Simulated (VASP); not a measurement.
Wanted: the native input for a VASP 6.6.1 run.

```
Task                   : relaxation of cell and atoms
Functional             : rev-vdW-DF2
Potentials or basis    : VASP PAW PBE potentials, release 64 (Rh_pv)
Cutoff                 : 600 eV
k mesh                 : 16 × 16 × 16
Occupations            : methfessel-paxton, width 0.1 eV
Spin                   : no spin polarisation
Further INCAR settings : ALGO = Normal; EDIFF = 1e-07; IBRION = 2; EDIFFG = -0.005; NSW = 90; ISIF = 3
```

The structure of Rh lies in POSCAR:

```
Rh                                      
1.0
    0.0000000000      1.9031417901      1.9031417901
    1.9031417901     -0.0000000000      1.9031417901
    1.9031417901      1.9031417901      0.0000000000
  Rh            
     1
Direct
     0.0000000000000000    0.0000000000000000    0.0000000000000000
```

The input as run:

INCAR

```
SYSTEM = Rh
PREC = Accurate ; ENCUT = 600
EDIFF = 1E-7 ; ISMEAR = 1
SIGMA = 0.1 ; LREAL = .False.
LASPH = .True. ; NELM = 80
ALGO = Normal ; ISIF = 3
LWAVE = .False. ; LCHARG = .False.
GGA = MK ; LUSE_VDW = .True.
AGGAC = 0.0 ; PARAM1 = 0.1234
PARAM2 = 0.711357 ; ZAB_VDW = -1.8867
IBRION = 2 ; NSW = 90
EDIFFG = -0.005
```

KPOINTS

```
Automatic mesh
0
Gamma
  16 16 16
  0 0 0
```

Potentials or basis: VASP PAW PBE potentials, release 64 (Rh_pv).

Run with:

```sh
$ cat potpaw_PBE.64/Rh_pv/POTCAR > POTCAR
$ mpirun -np 1 vasp_std > vasp.out
```

Results of the run:

- Pressure after relaxing: 0.0 GPa
- Band gap on the k mesh: none (metal or under the smearing width)

Caveat: the relaxation stopped at its first step, so nothing moved; the PAW data sets were made with another functional, which shifts forces and pressure a little.

Run time: 17 s on 1 thread of Intel(R) Xeon(R) 6975P-C (Granite Rapids) (shared host), peak memory 0.27 GiB.
